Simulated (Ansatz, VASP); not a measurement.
**Two plane-wave programs on Be**

POSCAR

```
Be
1.0
    2.0615590750      0.0000000000      0.0000000000
    0.0000000000      2.0615590750      0.0000000000
    0.0000000000      0.0000000000      2.0615590750
Be
1
Direct
    0.0000000000      0.0000000000      0.0000000000
```

The input INCAR.step1:

```
SYSTEM = Be
PREC = Accurate
ENCUT = 600
ISMEAR = -1
SIGMA = 0.1
LREAL = .False.
LASPH = .True.
NELM = 100
GGA = PE
ALGO = Normal
EDIFF = 1E-4
LWAVE = .True.
LCHARG = .False.
```

The input INCAR.step2:

```
SYSTEM = Be
PREC = Accurate
ENCUT = 600
EDIFF = 1E-6
ISMEAR = -1
SIGMA = 0.1
LREAL = .False.
LASPH = .True.
NELM = 100
ALGO = Normal
ISIF = 3
LWAVE = .False.
LCHARG = .False.
METAGGA = R2SCAN
LMIXTAU = .True.
IBRION = 2
NSW = 80
EDIFFG = -0.01
ISTART = 1
```

KPOINTS

```
Automatic mesh
0
Gamma
  15 15 15
  0 0 0
```

Input for Ansatz:

```yaml
crystal:
  lattice:
    - [2.061559075, 0.0, 0.0]
    - [0.0, 2.061559075, 0.0]
    - [0.0, 0.0, 2.061559075]
  atoms:
    - { symbol: Be, position: [0.0, 0.0, 0.0] }
hamiltonian:
  xc: r2scan
  pseudopotentials:
    kind: paw
    azcp:
      Be: "pseudopotentials/Be.paw.azcp"
basis:
  ecutwfc: 500
  fft_grid_basis: typed
kpoints:
  mp_grid: { grid: [15, 15, 15], shift: [0, 0, 0] }
magnetization:
  spin_polarized: false
scf:
  occupations: { method: fermi_dirac, width: 0.1 }
relax:
  max_steps: 60
  f_tol: 0.01
  cell: {}
```

The cell was built by a generator and needn't be a form met in nature.

Alike in both runs: task relaxation of cell and atoms; functional r2SCAN; k mesh 15 × 15 × 15; occupations fermi-dirac, width 0.1 eV; no spin polarisation.

|  | VASP | Ansatz |
| --- | --- | --- |
| version | VASP 6.6.1 | Ansatz 0.2.0 |
| potentials or method | VASP PAW PBE potentials, release 64 (Be) | plane waves (500 eV) with PAW, scalar-relativistic |
| plane-wave cutoff (eV) | 600 | 500 |
| valence electrons in the cell | 2 | 2 |

Ansatz gave:

```
relaxed volume (Å³/atom)                                     : 10.24
relaxed cell length with the largest relative difference (Å) : 2.171
energy change over the relaxation (meV/atom)                 : -63
```

Q: What did VASP give for the same quantities?

A: Relaxed volume (Å³/atom): 10.25; relaxed cell length with the largest relative difference (Å): 2.172; energy change over the relaxation (meV/atom): -64.

Caveats: the volume moved by over 15 % at a fixed basis, so the end points are rough (VASP); the PAW data sets were made with another functional, which shifts forces and pressure a little (VASP).
